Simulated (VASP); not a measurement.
A run of VASP 6.6.1 is set up as follows.

The input POSCAR:

```
Si
1.0
    0.1463142700      2.7349844700      3.4304596800
    2.8398850800      0.3440988000      3.2326751500
    2.9636132600      2.6609281200      0.2203706200
Si
2
Direct
    0.4722123000      0.5743990500      0.4764958900
    0.7777877000      0.6756009500      0.7735041100
```

INCAR.step1

```
SYSTEM = Si
  PREC = Accurate
  ENCUT = 600
  EDIFF = 1E-8
  ISMEAR = 0
  SIGMA = 0.02
  LREAL = .False.
  LASPH = .True.
  NELM = 80
  ALGO = Normal
  ISIF = 3
  LWAVE = .False.
  LCHARG = .False.
  GGA = CA
  IBRION = 2
  NSW = 40
  EDIFFG = -0.002
```

File INCAR.step2:

```
SYSTEM = Si
  PREC = Accurate
  ENCUT = 600
  EDIFF = 1E-8
  ISMEAR = 0
  SIGMA = 0.02
  LREAL = .False.
  LASPH = .True.
  NELM = 80
  ALGO = Normal
  ISIF = 2
  LWAVE = .False.
  LCHARG = .False.
  GGA = CA
  IBRION = 8
  NSW = 1
```

Contents of KPOINTS:

```
Automatic mesh
0
Gamma
  6 7 6
  0 0 0
```

Potentials or basis: VASP PAW LDA potentials, release 64 (Si).

Command:

```console
$ cat potpaw_LDA.64/Si/POTCAR > POTCAR
$ cp INCAR.step1 INCAR
$ mpirun -np 1 vasp_std > vasp.out
$ cp CONTCAR POSCAR
$ cp INCAR.step2 INCAR
$ mpirun -np 1 vasp_std > vasp.out
```

Estimate the highest phonon frequency at Γ.

514 cm⁻¹.

What does it give for the space group after relaxing (to 0.05 Å)?

Fd-3m (No. 227).

Step by step:
```
step  energy change (eV)  largest force (eV/Å)  pressure (GPa)  volume (Å³)
   1              0.0000                1.1686          -10.87        45.67
   2             -0.6063                1.5316            5.85        36.07
   3             -0.6088                1.5180            4.34        36.51
   4             -0.8179                0.3190            8.26        36.05
   5             -0.8187                0.2771            8.03        36.08
   6             -1.0087                0.2776            1.57        38.72
   7             -0.9610                1.0409           -5.40        42.20
   8             -1.0312                0.5907           -1.36        40.05
   9             -1.0888                0.4286           -1.22        39.90
  10             -1.0888                0.4200           -1.24        39.90
  11             -1.1025                0.2352            0.31        39.31
  12             -1.1042                0.1572            0.96        39.06
  13             -1.1043                0.1455            1.10        39.00
  14             -1.1077                0.0727            0.22        39.35
  15             -1.1077                0.0761            0.20        39.36
  16             -1.1080                0.0151           -0.11        39.49
  17             -1.1080                0.0104           -0.04        39.46
  18             -1.1080                0.0057            0.00        39.44
  19             -1.1080                0.0070            0.02        39.43
  20             -1.1081                0.0024            0.00        39.44
  21             -1.1081                0.0013            0.01        39.44
```
